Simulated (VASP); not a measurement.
# Cu3N (Pm-3m) in VASP: band structure with PBE

Aim: the band structure of Cu3N with PBE.

Everything below comes from runs of VASP 6.6.1. Logs are shortened: lines on timing, memory, paths and dates and some standing lists are left out, and cuts for length are marked.

### 1 Starting point

Symmetry: Pm-3m, No. 221, cubic system. Conventional cell: a = 3.827 Å, b = 3.827 Å, c = 3.827 Å, α = 90.00°, β = 90.00°, γ = 90.00°. Around Cu (site symmetry 4/mmm) lie 2 N at 1.91 Å. Around N (site symmetry m-3m) lie 6 Cu at 1.91 Å.

### 2 Band structure, PBE

POSCAR reads:

```
Cu3N
1.0
    3.8273060000      0.0000000000      0.0000000000
    0.0000000000      3.8273060000      0.0000000000
    0.0000000000      0.0000000000      3.8273060000
Cu N
3 1
Direct
    0.5000000000      0.0000000000      0.0000000000
    0.0000000000      0.5000000000      0.0000000000
    0.0000000000      0.0000000000      0.5000000000
    0.0000000000      0.0000000000      0.0000000000
```

INCAR.step1 reads:

```
PREC = Accurate ; ENCUT = 520
EDIFF = 1E-6 ; ISMEAR = 0
SIGMA = 0.1 ; LREAL = F
LASPH = T ; NELM = 80
ALGO = Fast ; ISIF = 2
LWAVE = F ; LCHARG = T
LMAXMIX = 4 ; GGA = PE
```

KPOINTS.step1 reads:

```
Automatic mesh
0
Gamma
  10 10 10
```

INCAR.step2 reads:

```
PREC = Accurate ; ENCUT = 520
EDIFF = 1E-6 ; ISMEAR = 0
SIGMA = 0.05 ; LREAL = F
LASPH = T ; NELM = 80
ALGO = Fast ; ISIF = 2
LWAVE = F ; LCHARG = F
LMAXMIX = 4 ; GGA = PE
ICHARG = 11
```

KPOINTS.step2 reads:

```
path GXMGRX,MR
20
line-mode
reciprocal
 0.0000000000  0.0000000000  0.0000000000  G
 0.0000000000  0.5000000000  0.0000000000  X

 0.0000000000  0.5000000000  0.0000000000  X
 0.5000000000  0.5000000000  0.0000000000  M

 0.5000000000  0.5000000000  0.0000000000  M
 0.0000000000  0.0000000000  0.0000000000  G

 0.0000000000  0.0000000000  0.0000000000  G
 0.5000000000  0.5000000000  0.5000000000  R

 0.5000000000  0.5000000000  0.5000000000  R
 0.0000000000  0.5000000000  0.0000000000  X

 0.5000000000  0.5000000000  0.0000000000  M
 0.5000000000  0.5000000000  0.5000000000  R
```

Potentials or basis: VASP PAW PBE potentials, release 64 (Cu, N).

Run with:

```
> cat potpaw_PBE.64/Cu/POTCAR potpaw_PBE.64/N/POTCAR > POTCAR
> cp INCAR.step1 INCAR
> cp KPOINTS.step1 KPOINTS
> mpirun -np 1 vasp_std > vasp.out
> cp INCAR.step2 INCAR
> cp KPOINTS.step2 KPOINTS
> mpirun -np 1 vasp_std > vasp.out
```

OUTCAR:

```text
PREC = Accurate
   ENCUT = 520
   EDIFF = 1E-6
   ISMEAR = 0
   LREAL = F
   LASPH = T
   NELM = 80
   ISIF = 2
   GGA = PE
   ICHARG = 11

 ion  position               nearest neighbor table
   1  0.500  0.000  0.000-   4 1.91   4 1.91   2 2.71   3 2.71   2 2.71   2 2.71   3 2.71   3 2.71
                             3 2.71   2 2.71
   2  0.000  0.500  0.000-   4 1.91   4 1.91   1 2.71   3 2.71   1 2.71   3 2.71   3 2.71   3 2.71
                             1 2.71   1 2.71
   3  0.000  0.000  0.500-   4 1.91   4 1.91   1 2.71   1 2.71   2 2.71   2 2.71   2 2.71   2 2.71
                             1 2.71   1 2.71
   4  0.000  0.000  0.000-   1 1.91   2 1.91   3 1.91   3 1.91   2 1.91   1 1.91

  LATTYP: Found a simple cubic cell.
 ALAT       =     3.8273060000

  Lattice vectors:

 A1 = (   3.8273060000,   0.0000000000,   0.0000000000)
 A2 = (   0.0000000000,   3.8273060000,   0.0000000000)
 A3 = (   0.0000000000,   0.0000000000,   3.8273060000)

Analysis of symmetry for initial positions (statically):
=====================================================================
 Subroutine PRICEL returns:
 Original cell was already a primitive cell.

 Routine SETGRP: Setting up the symmetry group for a
 simple cubic supercell.

 Subroutine GETGRP returns: Found 48 space group operations
 (whereof 48 operations were pure point group operations)
 out of a pool of 48 trial point group operations.

The static configuration has the point symmetry O_h .

Analysis of symmetry for dynamics (positions and initial velocities):
=====================================================================
 Subroutine PRICEL returns:
 Original cell was already a primitive cell.

 Routine SETGRP: Setting up the symmetry group for a
 simple cubic supercell.

 Subroutine GETGRP returns: Found 48 space group operations
 (whereof 48 operations were pure point group operations)
 out of a pool of 48 trial point group operations.

The dynamic configuration has the point symmetry O_h .

 Subroutine INISYM returns: Found 48 space group operations
 (whereof 48 operations are pure point group operations),
 and found     1 'primitive' translations

----------------------------------------------------------------------------------------
[... 84 lines left out ...]
   LASPH  =      T    aspherical Exc in radial PAW
   ENCUT  =  520.0 eV  38.22 Ry    6.18 a.u.   7.12  7.12  7.12*2*pi/ulx,y,z
   NELM   =     80;   NELMIN=  2; NELMDL=  0     # of ELM steps
   EDIFF  = 0.1E-05   stopping-criterion for ELM
   LREAL  =      F    real-space projection
   EDIFFG = 0.1E-04   stopping-criterion for IOM
   NSW    =      0    number of steps for IOM
   IBRION =     -1    ionic relax: 0-MD 1-quasi-New 2-CG
   NFREE  =      0    steps in history (QN), initial steepest desc. (CG)
   ISIF   =      2    stress and relaxation
   ISYM   =      2    0-nonsym 1-usesym 2-fastsym
   POTIM  = 0.5000    time-step for ionic-motion
   TEBEG  =    0.0;   TEEND  =   0.0 temperature during run
   PSTRESS=    0.0 pullay stress
   NELECT =      38.0000    total number of electrons
   NUPDOWN=      -1.0000    fix difference up-down
   EMIN   =  10.00;   EMAX   =-10.00  energy-range for DOS
   EFERMI =   0.00;   METHOD = LEGACY
   ISMEAR =     0;   SIGMA  =   0.05  broadening in eV -4-tet -1-fermi 0-gaus
   EFERMI_NEDOS =   21; number of points for ismear=-14 and -15
   IALGO  =     68    algorithm
   IMIX   =      4    mixing-type and parameters
     AMIX     =   0.40;   BMIX     =  1.00
     AMIX_MAG =   1.60;   BMIX_MAG =  1.00
  volume/ion in A,a.u.               =      14.02        94.58
  Fermi-wavevector in a.u.,A,eV,Ry     =   1.438057  2.717534 28.136966  2.068009
  Thomas-Fermi vector in A             =   2.557066
   LORBIT       =      0    0 simple, 1 ext, 2 COOP (PROOUT), +10 PAW based schemes
   GGA     = PE    functional components
   LHFCALC =     F    Hartree Fock is set to
   AEXX    =    0.0000 exact exchange contribution
   IVDW    =     0    specifies the selected vdW correction
   LEPSILON=     F    determine dielectric tensor
   LRPA    =     F    only Hartree local field effects (RPA)
 non-spin polarized calculation
 RMM-DIIS sequential band-by-band and
 Gauss-broadening in eV      SIGMA  =   0.05
  energy-cutoff  :      520.00
  volume of cell :       56.06
 maximum number of plane-waves:      1532

 number of electron      37.9999891 magnetization

 Free energy of the ion-electron system (eV)
  ---------------------------------------------------
  ext. energy  EPLUGINS =         0.00000000
  ---------------------------------------------------
  free energy    TOTEN  =       -17.52028173 eV

  energy without entropy =      -17.52027450  energy(sigma->0) =      -17.52027812

 E-fermi :   4.9286     XC(G=0): -10.7363

 val. band max:        4.8007455930   @ k =   0.5000   0.5000   0.5000
 cond. band min:       5.0470936404   @ k =   0.5000   0.5000   0.0000
 fundamental gap:      0.2463480475
 Fermi energy:         4.9285528468

 k-point     1 :       0.0000    0.0000    0.0000
  band No.  band energies     occupation
      1     -11.9188      2.00000
      2      -0.3615      2.00000
      3       0.1051      2.00000
      4       0.1051      2.00000
      5       0.1051      2.00000
      6       1.0104      2.00000
[... 613 lines left out ...]
     22      10.9685      0.00000
     23      11.4218      0.00000

 [... further k-points ...]

------------------------ aborting loop because EDIFF is reached ----------------------------------------

  FORCE on cell =-STRESS in cart. coord.  units (eV):
  Direction    XX          YY          ZZ          XY          YZ          ZX
  --------------------------------------------------------------------------------------
  -------------------------------------------------------------------------------------
  Total       13.4351416     13.4351416     13.4351416     -0.0000000     -0.0000000      0.0000000
  in kB      383.9487627    383.9487627    383.9487627     -0.0000000     -0.0000000      0.0000000
  external PRESSURE =     383.9487627 kB  Pullay stress =       0.0000000 kB

 VOLUME and BASIS-vectors are now :
 -----------------------------------------------------------------------------
  energy-cutoff  :      520.00
  volume of cell :       56.06
      direct lattice vectors                 reciprocal lattice vectors
     3.827306000  0.000000000  0.000000000     0.261280389  0.000000000  0.000000000
     0.000000000  3.827306000  0.000000000     0.000000000  0.261280389  0.000000000
     0.000000000  0.000000000  3.827306000     0.000000000  0.000000000  0.261280389

 POSITION                                       TOTAL-FORCE (eV/Angst)
 -----------------------------------------------------------------------------------
      1.91365      0.00000      0.00000         0.000000      0.000000      0.000000
      0.00000      1.91365      0.00000         0.000000      0.000000      0.000000
      0.00000      0.00000      1.91365         0.000000      0.000000      0.000000
      0.00000      0.00000      0.00000         0.000000      0.000000      0.000000
 -----------------------------------------------------------------------------------
    total drift:                                0.000000      0.000000     -0.000000

  FREE ENERGIE OF THE ION-ELECTRON SYSTEM (eV)
  ---------------------------------------------------
  free  energy   TOTEN  =       -17.5202817283 eV

  energy  without entropy=      -17.5202745027  energy(sigma->0) =      -17.52027812
```

Run time: 73 s. Hardware: 1 thread of Intel Xeon 6975P-C (Granite Rapids), shared host; peak memory 0.24 GiB.

What came out:

```yaml
Band_gap_on_the_k_mesh: 0.25 eV, indirect (least direct gap 0.79 eV)
Band_gap_along_the_path: 0.25 eV, indirect (least direct gap 0.78 eV)
```

Levels at the corners of the path, in eV from the valence-band top:
```csv
point,band 17,band 18,band 19,band 20,band 21,band 22
Γ,-1.79,-1.79,-1.75,0.97,5.25,5.25
X,-1.79,-1.38,-1.38,1.54,3.33,6.72
X,-1.79,-1.38,-1.38,1.54,3.33,6.72
M,-1.05,-1.05,-0.67,0.25,3.53,4.81
M,-1.05,-1.05,-0.67,0.25,3.53,4.81
Γ,-1.79,-1.79,-1.75,0.97,5.25,5.25
Γ,-1.79,-1.79,-1.75,0.97,5.25,5.25
R,0.00,0.00,0.00,0.87,0.87,0.87
R,0.00,0.00,0.00,0.87,0.87,0.87
X,-1.79,-1.38,-1.38,1.54,3.33,6.72
M,-1.05,-1.05,-0.67,0.25,3.53,4.81
R,0.00,0.00,0.00,0.87,0.87,0.87
```

Caveat: the log is that of the step along the path at fixed density, whose energy, stress, charges and moments have no meaning. Expect the measured gap to be larger: semilocal functionals such as PBE lack the derivative discontinuity.
